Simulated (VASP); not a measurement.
**VASP inputs for Si (strained database structure)**

INCAR

```
NBANDS = 11
ALGO = Normal
ISIF = 2
SIGMA = 0.01
LASPH = .TRUE.
PREC = Accurate
ISMEAR = 0
NSW = 0
METAGGA = R2SCAN
IBRION = -1
LWAVE = .FALSE.
NELM = 120
LREAL = .FALSE.
ENCUT = 520
LCHARG = .FALSE.
EDIFF = 1E-7
```

KPOINTS

```
KPOINTS created by Atomic Simulation Environment
0
Gamma
8 8 8
0 0 0
```

KPOINTS_OPT

```
special points
7
Reciprocal
0.0000000000 0.0000000000 0.0000000000 1
0.5000000000 0.0000000000 0.5000000000 1
0.6250000000 0.2500000000 0.6250000000 1
0.3750000000 0.3750000000 0.7500000000 1
0.5000000000 0.5000000000 0.5000000000 1
0.5000000000 0.2500000000 0.7500000000 1
0.4192710000 0.4192710000 0.0000000000 1
```

POSCAR

```
Si
 1.0000000000000000
     0.0000000000000000    2.7221197381000000    2.7022482640000001
     2.7221197381000000    0.0000000000000000    2.7022482640000001
     2.7221197381000000    2.7221197381000000    0.0000000000000000
 Si
   2
Cartesian
  1.3610598690500000  1.3610598690500000  1.3511241320000000
  0.0000000000000000  0.0000000000000000  0.0000000000000000
```

VASP ran with the recommended PBE PAW datasets (8 valence electrons in the cell).

**Question.** Estimate the main results of this run.

**Answer.** gap between bands v and c 0.69 eV; least direct gap 2.70 eV; pressure 0.5 GPa.

Band v is the last that the valence electrons fill when counted band by band, and c is the next. Levels in eV from the top of v:

| point | v−1 | v | c | c+1 |
| --- | --- | --- | --- | --- |
| Γ | -0.05 | 0.00 | 2.70 | 2.73 |
| X | -3.03 | -3.03 | 0.91 | 0.91 |
| K | -4.52 | -2.64 | 1.35 | 4.37 |
| L | -1.35 | -1.27 | 1.85 | 3.52 |
| W | -4.06 | -4.06 | 4.53 | 4.53 |
